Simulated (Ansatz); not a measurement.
## HfO2 (P2_1/c):Cl_O, thermodynamic levels from a 96-atom cell

Wanted: the transition levels of a substitutional impurity in HfO2 (P2_1/c), from a cell of 96 host atoms with 1 O taken out and 1 Cl put in.

Calculated with Ansatz 0.2.0; place-levels on r2SCAN runs: charge-transition levels and formation energies with image-charge correction and potential alignment at the atomic sites; PAW set soft_1.

**1. The structure**

The cell holds 96 atoms: 32 Hf, 63 O and 1 Cl. Its edges and angles: a = 10.229 Å, b = 10.363 Å, c = 10.593 Å, α = 90.0°, β = 99.5°, γ = 90.0°. It derives from HfO2 (space group P2_1/c). Nearest the centre at fractional (0.724, 0.371, 0.489): Cl53 at 0.00 Å, Hf49 at 2.14 Å, Hf50 at 2.16 Å, Hf88 at 2.24 Å, Hf63 at 2.25 Å, O70 at 2.53 Å, O67 at 2.57 Å, O68 at 2.65 Å.

Screening for the image-charge correction: ε∞ = principal values (4.68, 5.06, 5.10), ε0 = principal values (15.30, 19.46, 21.76), computed on the host (DFPT, PBEsol, on the r2SCAN cell), and a cell off the functional's own equilibrium shifts the ionic part.

The cell's shortest repeat is 10.2 Å.

**2. The runs of each charge state**

A transition level is the Fermi level at which two charge states cost the same, so each charge needs its own total energy, at its own relaxed structure.

Each atom starts 0.05 Å or so off its site in a random direction. Forces are taken at one point at (¼, ¼, ¼). The cell holds 1 electron fewer than the neutral one, with a uniform background that keeps it neutral on the whole.

The sampling was tested on the host first: at the k-points planned (1x1x1 shifted 0.25 0.25 0.25) its energy lies 0.000 eV an atom from the dense-mesh value, under the bound of 0.02 eV set for this test; that bounds the host's error, not the defect's.

One of the inputs; charge, spin and start change from state to state.

qp1.relax/input.yaml

```yaml
crystal:
  lattice:
    - [5.11472524, 0.0, 0.00439096]
    - [0.0, 5.18131434, 0.0]
    - [-0.8752188, 0.0, 5.22383757]
  atoms:
    - { symbol: Hf, position: [0.27617734, 0.45817284, 0.70826142] }
    - { symbol: Hf, position: [0.72382266, 0.95817284, 0.79173858] }
    - { symbol: Hf, position: [0.72382266, 0.54182716, 0.29173858] }
    - { symbol: Hf, position: [0.27617734, 0.04182716, 0.20826142] }
    - { symbol: O, position: [0.44799697, 0.74237157, 0.97842192] }
    - { symbol: O, position: [0.55200303, 0.24237157, 0.52157808] }
    - { symbol: O, position: [0.55200303, 0.25762843, 0.02157808] }
    - { symbol: O, position: [0.44799697, 0.75762843, 0.47842192] }
    - { symbol: O, position: [0.06994267, 0.33347536, 0.34426322] }
    - { symbol: O, position: [0.93005733, 0.83347536, 0.15573678] }
    - { symbol: O, position: [0.93005733, 0.66652464, 0.65573678] }
    - { symbol: O, position: [0.06994267, 0.16652464, 0.84426322] }
  supercell: [2, 2, 2]
  defects: [{ substitution: { at: 52, symbol: Cl } }]
total_charge: 1
basis:
  ecutwfc: 500
  xc_grid: 2
hamiltonian:
  xc: r2scan
  pseudopotentials: { kind: paw, azcp: { folder: soft_1 } }
kpoints:
  mp_grid: { grid: [1, 1, 1], shift: [0.25, 0.25, 0.25] }
scf:
  occupations: { method: fixed }
  max_iter: 80
output:
  forces: true
  charged_corrections:
    epsilon: [[5.04, 0.0, 0.14], [0.0, 5.06, 0.0], [0.14, 0.0, 4.74]]
    static_epsilon: [[21.35, 0.0, 1.58], [0.0, 19.46, 0.0], [1.58, 0.0, 15.71]]
relax:
  f_tol: 0.02
  max_steps: 80
  random_displacement: { amplitude: 0.05, seed: 3377 }
checkpoint:
  write: "../qp1.relax.run"
  compress: false
  write_wavefunctions: true
  write_every: 100000
```

Launch:

```console
$ ansatz run input.yaml --threads 32 --pin off --max-ram 56524MiB --backend cuda --events-out ev --progress --plain --runs-dir out --max-vram 78GiB
```

The relaxed structure is kept and the sampling changed to a 2×2×2 shifted mesh.

The run of this state that the levels use, under r2SCAN:

qp1.point/input.yaml

```yaml
crystal:
  checkpoint: "../qp1.relax.run"
  host: checkpoint
total_charge: 1
basis:
  ecutwfc: 500
  xc_grid: 2
hamiltonian:
  xc: r2scan
  pseudopotentials: { kind: paw, azcp: { folder: soft_1 } }
kpoints:
  mp_grid: { grid: [2, 2, 2], shift: [0.5, 0.5, 0.5] }
scf:
  occupations: { method: fermi_dirac, width: 0.01 }
  max_iter: 80
output:
  forces: true
  eigenvalues: true
  charged_corrections:
    epsilon: [[5.04, 0.0, 0.14], [0.0, 5.06, 0.0], [0.14, 0.0, 4.74]]
    static_epsilon: [[21.35, 0.0, 1.58], [0.0, 19.46, 0.0], [1.58, 0.0, 15.71]]
    defect_position: [0.723998, 0.371186, 0.489211]
  eigenstates: { localisation: true }
  populations: true
  band_densities: [{ bands: [v1, v1] }, { bands: [c1, c1] }]
  write_density: true
  write_potential: true
  volumetric_format: npy
  elf: true
checkpoint:
  read: "../qp1.relax.run"
  write: "../qp1.point.run"
  compress: false
  write_wavefunctions: false
  write_every: 100000
```

Relaxations under r2SCAN at one point at (¼, ¼, ¼); times on 1 × NVIDIA GB200 with 32 threads of Arm Neoverse V2, shared host:

| charge | moment (μB) | occupations | outcome | steps | largest displacement against the far atoms (Å) | time |
| --- | --- | --- | --- | --- | --- | --- |
| 0 | 1 | fixed | converged | 8 | 0.31 | 20 s |
| +1 | 0 | fixed | converged | 7 | 0.34 | 9.7 s |

Single points under r2SCAN at a 2×2×2 shifted mesh; times on 1 × NVIDIA GB200 with 32 threads of Arm Neoverse V2, shared host:

```csv
charge,moment (μB),occupations,outcome,time
0,1,fermi-dirac,converged,18 s
+1,0,fermi-dirac,converged,6.4 s
```

Distances (Å) from Cl53 to the nearest atoms after relaxation with r2SCAN:

```
charge  moment (μB)       1.       2.       3.       4.      5.      6.
     0            1  Hf 2.36  Hf 2.40  Hf 2.51  Hf 2.53  O 2.66  O 2.68
    +1            0  Hf 2.38  Hf 2.43  Hf 2.53  Hf 2.54  O 2.63  O 2.67
```

**3. Placing the levels, r2SCAN**

A charged cell interacts with its images and the background, and its potential has another zero than the host's. place-levels removes the first by a point-charge model, screened by the static dielectric constant since the ions have relaxed around the charge, and the second by comparing potentials at atoms far from the defect.

The host is a run of the defect-free crystal in the same cutoffs, grids and k-points, so that basis and sampling errors cancel in part in the differences. Its band edges come from a run of the primitive cell that searches the zone for them. The host is run in a cell of 24 atoms on a matching mesh. Chemical potentials are energies per atom of O (O2 molecule) and Cl (Cl2 molecule), run with the same functional and cutoff.

levels.point.yaml

```yaml
host:
  run: host.point.run
  levels_from: { run: edges.point.run }
states: [q0_M1.point.run, qp1.point.run]
geometry_from:
  q0_M1.point.run: q0_M1.relax.run
  qp1.point.run: qp1.relax.run
  host.point.run: host.relax.run
chemical_potentials:
  O:
    energy: -565.989614
    dataset: <sha256 of the dataset>
  Cl:
    energy: -1083.515636
    dataset: "<sha256 of the dataset>"
epsilon:
  - [5.04, 0.0, 0.14]
  - [0.0, 5.06, 0.0]
  - [0.14, 0.0, 4.74]
static_epsilon:
  - [21.35, 0.0, 1.58]
  - [0.0, 19.46, 0.0]
  - [1.58, 0.0, 15.71]
vertical:
  - { from: qp1.point.run, to: qp1.point_neutral.run }
```

Launch:

```console
$ ansatz place-levels levels.point.yaml -- --threads 32 --pin off --max-ram 56524MiB --backend cuda --max-vram 78GiB
```

Numbers of over 12 decimals in the logs are rounded to 6 here.

Log:

```text
[... repeated set-up lines and file paths are left out, and long positions are rounded to six places ...]
(+1/0) 4.551 eV above the valence edge, 0.045 eV under the conduction edge
formation energy of charge +1: +2.486 eV with the Fermi level at the valence edge
formation energy of charge 0: +7.037 eV with the Fermi level at the valence edge
vertical +1 to 0: no energy, since no alignment is typed
  the change from vertical[0].from (qp1.point.run) to vertical[0].to (qp1.point_neutral.run): by its potential at epsilon [[5.04, 0, 0.14], [0, 5.06, 0], [0.14, 0, 4.74]] it stands at 0.685 0.353 0.393, with an rms radius of about 5.9 Å (3.5 3.7 2.9 Å across [...]
  edges by r2scan of host.levels_from (edges.point.run), its mesh sampled to repeats of 30.69 Å (the valence edge +0.092 eV and the conduction edge -0.106 eV from those of the host's own run), gap 4.596 eV; the host is sampled to repeats of 26.92 Å
  the defect's cells are sampled to repeats of 26.92 Å, like sampling
  charge +1: -540596.7122 eV with its correction of +0.207 eV, at epsilon [[21.35, 0, 1.58], [0, 19.46, 0], [1.58, 0, 15.71]], aligned at sites: +0.1015 eV, mean over 53 atomic sites at or beyond 5.11 Å from the defect at [0.7240, 0.3712, 0.4892], with [...]
  charge 0: +0.000 eV for its dipole among its images, +0.000 omitted
  of states[1] (qp1.point.run): it parts from the run at its places by a charge that spreads by about 3.7 Å along one vector (1.8 Å or more is wide), by its potential at epsilon [[5.04, 0, 0.14], [0, 5.06, 0], [0.14, 0, 4.74]], taken for that of held ions [...]
  of states[0] (q0_M1.point.run): its displacements don't fall off away from the defect: farther atoms stand 0.024 Å off the host's places. [...]
  of vertical[0].from (qp1.point.run): its displacements don't fall off away from the defect: farther atoms stand 0.024 Å off the host's places. [...]
  vertical[0].to (qp1.point_neutral.run): levels filled in part (TS 0.001 eV): its energy is of no whole electron's
  of vertical[0].to (qp1.point_neutral.run): its displacements don't fall off away from the defect: farther atoms stand 0.024 Å off the host's places. [...]
```

The job ended after 0.24 s (32 threads of Arm Neoverse V2, shared host).

Under r2SCAN the gap is 4.60 eV, (+1/0) 4.55 eV.

Levels between the charges placed, in eV above the valence top:

|  | gap (eV) | (+1/0) |
| --- | --- | --- |
| r2SCAN | 4.60 | 4.55 |

Corrections by state:

| charge | moment (μB) | image terms and alignment (eV) | band filling (eV) | ε used | over the lowest of its charge, as the program ranks them, band filling apart (eV) |
| --- | --- | --- | --- | --- | --- |
| +1 | 0.0 | 0.207 | - | principal values (15.30, 19.46, 21.76) | 0.000 |
| 0 | 1.0 | 0.000 | - | - | 0.000 |

The charged structures listed were also run neutral, and place-levels reads from each pair, by the potential or the spins, how wide the charge is by which they differ; that can be the carrier of either run.

```
charge  rms radius (Å)  spread where it is widest against the cell (Å)  wide from (Å)  reading
    +1             5.9                                            3.65           1.79     wide
```

The neutral runs of these pairs need not share the spin of the lowest neutral state, and very wide values only mean spread over the cell.

From the program's caveats on the states, each cut to its opening words:

- charge +1: it parts from the run at its places by a charge that spreads by about 3.7 Å along one vector (1.8 Å or more is wide), by its potential at epsilon [[5.04, 0, [...]
- charge +1: its alignment with the host at atomic sites is doubtful: the mean over the far sites moves by +0.0612 eV from their farther parts to their nearer, more than [...]
- charge +1, 0 (1 μB): its displacements don't fall off away from the defect: farther atoms stand 0.024 Å off the host's places
- charge 0 (1 μB): flagged: stability check not made

The host's formation energy from the elements is -3.796 eV per atom; it sets how far the chemical potentials can move.

Limit set by the element alone; other compounds of these elements are not counted. Chemical potentials from the elements' reference states: Hf 0.00 eV, O -5.69 eV, Cl 0.00 eV. Formation energy by charge state (Hf-rich; gap 4.60 eV):

```csv
charge,at valence top (eV),at conduction bottom (eV),correction included (eV)
+1,-3.21,1.39,0.21
0,1.34,1.34,0.00
```

```json
{"Fermi level (eV)": "0.00", "lowest formation energy (eV)": "-3.21"}
{"Fermi level (eV)": "0.42", "lowest formation energy (eV)": "-2.79"}
{"Fermi level (eV)": "0.83", "lowest formation energy (eV)": "-2.37"}
{"Fermi level (eV)": "1.25", "lowest formation energy (eV)": "-1.95"}
{"Fermi level (eV)": "1.67", "lowest formation energy (eV)": "-1.54"}
{"Fermi level (eV)": "2.09", "lowest formation energy (eV)": "-1.12"}
{"Fermi level (eV)": "2.51", "lowest formation energy (eV)": "-0.70"}
{"Fermi level (eV)": "2.93", "lowest formation energy (eV)": "-0.28"}
{"Fermi level (eV)": "3.34", "lowest formation energy (eV)": "0.14"}
{"Fermi level (eV)": "3.76", "lowest formation energy (eV)": "0.55"}
{"Fermi level (eV)": "4.18", "lowest formation energy (eV)": "0.97"}
{"Fermi level (eV)": "4.60", "lowest formation energy (eV)": "1.34"}
```

Limit set by the element alone; other compounds of these elements are not counted. Chemical potentials from the elements' reference states: O 0.00 eV, Hf -11.39 eV, Cl 0.00 eV. Formation energy by charge state (O-rich; gap 4.60 eV):

| charge | at valence top (eV) | at conduction bottom (eV) | correction included (eV) |
| --- | --- | --- | --- |
| +1 | 2.49 | 7.08 | 0.21 |
| 0 | 7.04 | 7.04 | 0.00 |

```tsv
Fermi level (eV)	lowest formation energy (eV)
0.00	2.49
0.42	2.90
0.83	3.32
1.25	3.74
1.67	4.16
2.09	4.57
2.51	4.99
2.93	5.41
3.34	5.83
3.76	6.25
4.18	6.66
4.60	7.04
```

**4. Effect of the sampling**

The relaxations' own energies give the levels at their sampling, for comparison.

levels.relax_mesh.yaml

```yaml
host:
  run: host.relax.run
  levels_from: { run: edges.relax.run }
states: [q0_M1.relax.run, qp1.relax.run]
chemical_potentials:
  O:
    energy: -565.989614
    dataset: <sha256 of the dataset>
  Cl:
    energy: -1083.515636
    dataset: "<sha256 of the dataset>"
```

Launch:

```console
$ ansatz place-levels levels.relax_mesh.yaml -- --threads 32 --pin off --max-ram 56524MiB --backend cuda --max-vram 78GiB
```

Log:

```text
(+1/0) 4.555 eV above the valence edge, 0.041 eV under the conduction edge
formation energy of charge +1: +2.487 eV with the Fermi level at the valence edge
formation energy of charge 0: +7.042 eV with the Fermi level at the valence edge
  edges by r2scan of host.levels_from (edges.relax.run), its mesh sampled to repeats of 30.69 Å (the valence edge +0.096 eV and the conduction edge -0.182 eV from those of the host's own run), gap 4.596 eV; the host is sampled to repeats of 14.56 Å
[... the lines on each state left out ...]
```

Elapsed: 0.1 s, on 32 threads.

Levels between neighbouring charges, in eV above the valence top:

```csv
,gap (eV),(+1/0)
"one point at (¼, ¼, ¼)",4.60,4.55
a 2×2×2 shifted mesh,4.60,4.55
```

Going from one point at (¼, ¼, ¼) to a 2×2×2 shifted mesh moves the levels that carry no band-filling term by up to 0.00 eV and formation energies against the elements by up to 0.00 eV.

**5. Placing the levels, PBEsol**

PBEsol on the same structure is run to see how far the result rests on the functional, though not on the errors that semilocal functionals share; the sampling changes too, to one point at (¼, ¼, ¼), so differences hold both changes.

qp1.pbesol/input.yaml

```yaml
crystal:
  checkpoint: "../qp1.relax.run"
  host: checkpoint
total_charge: 1
basis:
  ecutwfc: 420
  xc_grid: 2
hamiltonian:
  xc: pbesol
  pseudopotentials: { kind: paw, azcp: { folder: soft_1 }, xc_functional: pbe }
kpoints:
  mp_grid: { grid: [1, 1, 1], shift: [0.25, 0.25, 0.25] }
scf:
  occupations: { method: fermi_dirac, width: 0.01 }
  max_iter: 80
output:
  forces: true
  eigenvalues: true
  charged_corrections:
    epsilon: [[5.04, 0.0, 0.14], [0.0, 5.06, 0.0], [0.14, 0.0, 4.74]]
    static_epsilon: [[21.35, 0.0, 1.58], [0.0, 19.46, 0.0], [1.58, 0.0, 15.71]]
    defect_position: [0.723998, 0.371186, 0.489211]
  eigenstates: { localisation: true }
  populations: true
  band_densities: [{ bands: [v1, v1] }, { bands: [c1, c1] }]
  write_density: true
  write_potential: true
  volumetric_format: npy
checkpoint:
  write: "../qp1.pbesol.run"
  compress: false
  write_wavefunctions: false
  write_every: 100000
```

Run time: 3.6 s. Hardware: 1 × NVIDIA GB200 with 32 threads; peak memory 1.5 GiB; 18 s of CPU time.

levels.pbesol.yaml

```yaml
host:
  run: host.pbesol.run
states: [q0_M1.pbesol.run, qp1.pbesol.run]
geometry_from:
  q0_M1.pbesol.run: q0_M1.relax.run
  qp1.pbesol.run: qp1.relax.run
  host.pbesol.run: host.relax.run
chemical_potentials:
  O:
    energy: -558.291301
    dataset: <sha256 of the dataset>
  Cl:
    energy: -1060.712045
    dataset: "<sha256 of the dataset>"
```

Launch:

```console
$ ansatz place-levels levels.pbesol.yaml -- --threads 32 --pin off --max-ram 56524MiB --backend cuda --max-vram 78GiB
```

Log:

```text
(+1/0) 3.993 eV above the valence edge, in the conduction band
formation energy of charge +1: +2.383 eV with the Fermi level at the valence edge
formation energy of charge 0: +6.376 eV with the Fermi level at the valence edge
  edges by pbesol, gap 3.982 eV; the host is sampled to repeats of 14.56 Å
[... the lines on each state left out ...]
```

Wall time 0.14 s (32 threads).

Under PBEsol the gap is 3.98 eV, (+1/0) 3.99 (outside the gap) eV.

**6. The ladder**

Levels between neighbouring charges, in eV above each run's own valence top:

```
                                        gap (eV)  (+1/0)  GPU time a state at this stage (restarts are quicker than cold starts)
            r2SCAN, 2×2×2 shifted mesh      4.60    4.55                                                                    12 s
PBEsol on r2SCAN structures, (¼, ¼, ¼)      3.98    3.99                                                                   5.9 s
```

**7. Summary of results**

- gap of the host: 4.60 eV (r2SCAN)
- level (plus 1/0): 4.55 eV above the valence top
- lowest of the charges placed, just above the valence top (0.02 eV): +1
- lowest of the charges placed, just below the conduction bottom (0.02 eV): 0
- lowest formation energy at mid-gap of the charges run, Hf-rich: -0.91 eV
- lowest formation energy at mid-gap of the charges run, O-rich: 4.78 eV

**Reading.** Of the charges placed (0 and +1), the lowest changes at 4.55 eV (+1/0) above the valence top, in a gap of 4.60 eV. (+1/0) lies nearer to a band edge than the share of the finite-size correction in it (0.21 eV), and that correction holds for a localised charge alone. (+1/0) lies 0.05 eV from a band edge, less than the doubt on such levels. Charges above +1 and below 0 were not placed, so these runs say nothing of levels that involve them. States placed: +1 at 0 μB; 0 at 1 μB. Other spin states or structures, where not listed, weren't placed. Cl is taken at its element; compounds, which aren't counted here, bound the chemical potentials and would shift these formation energies. Going from one point at (¼, ¼, ¼) to a 2×2×2 shifted mesh moves the levels that carry no band-filling term by up to 0.00 eV and formation energies against the elements by up to 0.00 eV. The program doubts the alignment of potentials for at least one state, a sign that the cell is small. Limits: r2SCAN makes the gap too small and tends to spread out bound carriers; where a gas molecule sets a chemical potential or the host's formation energy, its binding is uncorrected; spin–orbit coupling, which can matter with heavy atoms, is left out.

[Logs are printed without paths, hosts, clocks, repeated set-up lines and the standing remarks that a program may print on its own settings, such as how far it seeks lower states.]

[Hosts, paths, dates, database ids (printed as entryN), source tags and the programs' standing remarks are cut or masked in the printed files.]

[Where a table of states has a column of steps, it counts the stored structures, which are thinned; the runs took as many ionic steps or more.]

[A defect's name tells the site on which it was built; relaxed atoms can leave that site.]

[For some hosts the program warned that the k-mesh of the response run may be too coarse for force constants and the static dielectric constant; such warnings are not shown here.]
